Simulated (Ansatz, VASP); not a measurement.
**In in VASP and in Ansatz**

```
In
1.0
    -3.00528    3.00528    1.59270
     3.00528   -3.00528    1.59270
     3.00528    3.00528   -1.59270
In
2
Direct
  0.00000 0.00000 0.00000
  0.75000 0.25000 0.50000
```

Alike in both runs: functional PBE; k mesh 14 × 14 × 14; occupations gaussian, width 0.1 eV; no spin polarisation.

Ansatz relaxed the structure, and its values are those at the end. VASP's run is a single point on that final structure, the one shown.

|  | VASP | Ansatz |
| --- | --- | --- |
| version | VASP 6.6.1 | Ansatz 0.2.0 |
| potentials or method | VASP PAW PBE potentials, release 64 (In_d) | scalar-relativistic, plane waves, PAW |
| plane-wave cutoff (eV) | 520 | 420 |
| valence electrons in the cell | 26 | 26 |

|  | VASP | Ansatz | Ansatz less VASP |
| --- | --- | --- | --- |
| gap on the k mesh at the Fermi level (eV) | none | none | - |
| pressure (GPa) | 0.1 | 0.0 | -0.09 |

A gap of «none» marks a metal or a gap that the smearing closes.
